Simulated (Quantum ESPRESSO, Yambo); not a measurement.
# A GW run on AlAs (F-43m) in Yambo, with inputs changed

What do changed inputs do to GW on AlAs (F-43m)?

Method: PBE and many-body steps on it, plane waves, in Yambo 5.3.0.

Most raw output is cut from this account.

## Step 1: The structure

The structure is cubic, space group F-43m (No. 216). The conventional cell has a = 5.661 Å, b = 5.661 Å, c = 5.661 Å, α = 90.00°, β = 90.00°, γ = 90.00°. Al has 4 As at 2.45 Å nearest. As has 4 Al at 2.45 Å nearest. Farther neighbours are not listed.

As a file:

```cif
data_structure
_symmetry_space_group_name_H-M 'F-43m'
_symmetry_Int_Tables_number 216
_cell_length_a 5.6608
_cell_length_b 5.6608
_cell_length_c 5.6608
_cell_angle_alpha 90.000
_cell_angle_beta 90.000
_cell_angle_gamma 90.000
_cell_volume 181.40
loop_
_atom_site_label
_atom_site_type_symbol
_atom_site_symmetry_multiplicity
_atom_site_Wyckoff_symbol
_atom_site_fract_x
_atom_site_fract_y
_atom_site_fract_z
_atom_site_occupancy
Al1 Al 4 a 0.00000 0.00000 0.00000 1
As1 As 4 d 0.25000 0.25000 0.75000 1
```

The cell and positions come from the Crystallography Open Database and are kept as given unless a step says otherwise.

## Step 2: Base

This step: Yambo 5.3.0; G0W0 on PBE, plane waves, norm-conserving pseudopotentials.

Now the one-shot GW correction: screening in the RPA, then the self-energy of the levels asked for.

Contents of gw2.in:

```
HF_and_locXC
gw0
dyson
ppa
em1d
rim_cut
RandQpts= 1000000
RandGvec= 1 RL
EXXRLvcs= 76 Ry
VXCRLvcs= 304 Ry
Chimod= "HARTREE"
% BndsRnXp
 1 | 127 |
%
NGsBlkXp= 10.5 Ry
% LongDrXp
 1 | 1 | 1 |
%
% GbndRnge
 1 | 127 |
%
DysSolver= "n"
ExtendOut
PPAPntXp= 27.21138 eV
% QPkrange
 1 | 1 | 8 | 11 |
 7 | 7 | 8 | 11 |
%
```

Launch:

```bash
OMP_NUM_THREADS=1 mpirun -n 4 yambo -F gw2.in -J gw2 -C gw2 > gw2.log
```

It took 64 s on 4 MPI ranks of Arm Neoverse V1, shared host; peak memory 1.6 GiB.

Numbers from this step:

```
G0W0 gap on the points computed              : 2.502 eV
starting gap on the mesh                     : 1.436 eV
k of the valence top                         : 0, 0, 0
k of the conduction bottom                   : 0, -0.5, -0.5
least direct G0W0 gap on the computed points : 3.130 eV
Z at the valence top                         : 0.7880
Z at the conduction bottom                   : 0.8050
```

The gap on the mesh goes from 1.44 eV to 2.50 eV, a correction of +1.07 eV.

## Step 3: Pole fitted at another frequency

gw6.in, as its differences from gw2.in of step 2:

```diff
@@ -23,3 +23,3 @@
 ExtendOut
-PPAPntXp= 27.21138 eV
+PPAPntXp= 10 eV
 % QPkrange
```

Launch:

```bash
OMP_NUM_THREADS=1 mpirun -n 4 yambo -F gw6.in -J gw6 -C gw6 > gw6.log
```

Run time: 63 s. Hardware: 4 MPI ranks; peak memory 1.6 GiB.

This step gave:

```yaml
g0w0_gap_on_the_points_computed: 2.450 eV
starting_gap_on_the_mesh: 1.436 eV
k_of_the_valence_top: 0, 0, 0
k_of_the_conduction_bottom: 0, -0.5, -0.5
least_direct_g0w0_gap_on_the_computed_points: 3.087 eV
z_at_the_valence_top: 0.7718
z_at_the_conduction_bottom: 0.7908
```

Against G0W0 in Yambo (4×4×4 mesh, 127 bands, screening to 142.9 eV, Godby-Needs plasmon pole), the gap moves by −0.052 eV.

## Step 4: More G vectors in the random integration

Contents of gw7.in:

```
HF_and_locXC
gw0
dyson
ppa
em1d
rim_cut
RandQpts= 1000000
RandGvec= 59 RL
EXXRLvcs= 76 Ry
VXCRLvcs= 304 Ry
Chimod= "HARTREE"
% BndsRnXp
 1 | 127 |
%
NGsBlkXp= 10.5 Ry
% LongDrXp
 1 | 1 | 1 |
%
% GbndRnge
 1 | 127 |
%
DysSolver= "n"
ExtendOut
PPAPntXp= 27.21138 eV
% QPkrange
 1 | 1 | 8 | 11 |
 7 | 7 | 8 | 11 |
%
QpgFull
```

Launch:

```bash
OMP_NUM_THREADS=1 mpirun -n 4 yambo -F gw7.in -J gw7,gw2_W -C gw7 > gw7.log
```

Wall time 97 s (4 MPI ranks); peak memory 1.6 GiB.

This step gave:

- G0W0 gap on the points computed: 2.518 eV
- starting gap on the mesh: 1.436 eV
- k of the valence top: 0, 0, 0
- k of the conduction bottom: 0, -0.5, -0.5
- least direct G0W0 gap on the computed points: 3.139 eV

Against G0W0 in Yambo (4×4×4 mesh, 127 bands, screening to 142.9 eV, Godby-Needs plasmon pole), the gap moves by +0.017 eV.

## Step 5: More bands than the database holds

Contents of gw8.in:

```
HF_and_locXC
gw0
dyson
ppa
em1d
rim_cut
RandQpts= 1000000
RandGvec= 1 RL
EXXRLvcs= 76 Ry
VXCRLvcs= 304 Ry
Chimod= "HARTREE"
% BndsRnXp
 1 | 900 |
%
NGsBlkXp= 10.5 Ry
% LongDrXp
 1 | 1 | 1 |
%
% GbndRnge
 1 | 900 |
%
DysSolver= "n"
ExtendOut
PPAPntXp= 27.21138 eV
% QPkrange
 1 | 1 | 8 | 11 |
 7 | 7 | 8 | 11 |
%
```

Launch:

```bash
OMP_NUM_THREADS=1 mpirun -n 4 yambo -F gw8.in -J gw8 -C gw8 > gw8.log
```

Elapsed: 2.8 s, on 4 MPI ranks; peak memory 0.98 GiB.

The run stopped with an error after 2.8 s.

The program's words: [ERROR] STOP signal received while in[05.01] Setup: observables and procedures [ERROR] Error in parallel wf distribution (Dipole ic)

The fault put into this input: more bands than the database holds.

## Step 6: Side by side

Times are wall times on 4 MPI ranks of Arm Neoverse V1, shared host, good to a factor of about two.

```csv
run,mesh,bands,screening cutoff (eV),DFT gap (eV),gap on the mesh (eV),direct (eV),time
base,4×4×4,127,142.9,1.436,2.502,3.130,64 s
pole fitted at another frequency,4×4×4,127,142.9,1.436,2.450,3.087,63 s
more G vectors in the random integration,4×4×4,127,142.9,1.436,2.518,3.139,97 s
```

## Step 7: Summary of results

| Item | Value |
| --- | --- |
| base | 2.502 eV |
| pole fitted at another frequency | 2.450 eV |
| more G vectors in the random integration | 2.518 eV |
| known limits | not at the basis limit; exchange with frozen shells missing; no spin-orbit coupling; coarse k mesh |

What this shows: Pole fitted at another frequency: −0.052 eV against base (keys changed: PPAPntXp). More G vectors in the random integration: +0.017 eV against base (keys changed: RandGvec and QpgFull; the shift is their joint effect). Bands and cutoff are finite, so the gap is not at the basis limit. The miss can reach some tenths of an eV and take either sign; the mesh is an error of its own. In the G0W0 runs levels were corrected at 2 k points alone, so a gap called «on the mesh» is the least over those, and an edge elsewhere would be missed. The 4×4×4 mesh is coarse for this cell, which bears on the long-range parts of exchange and screening. The norm-conserving file of at least one element keeps a d shell over frozen s and p shells of the same row. Exchange with those shells is missing from the self-energy, an error of 0.3 to 0.9 eV in cases checked, whose sign depends on which edge lies on those atoms. The many-body steps are scalar-relativistic: spin-orbit coupling is not in them.

[Paths, hosts, dates, memory and timing lines, banners, echoed tables and standing remarks are left out of the program output.]

[Logs are printed without paths, hosts, clocks, repeated set-up lines and the standing remarks that a program may print on its own settings, such as how far it seeks lower states.]

[Runs of the session that timed out or met a known fault of the program may be left out.]

[Hosts, paths, dates, database ids (printed as entryN), source tags and the programs' standing remarks are cut or masked in the printed files.]
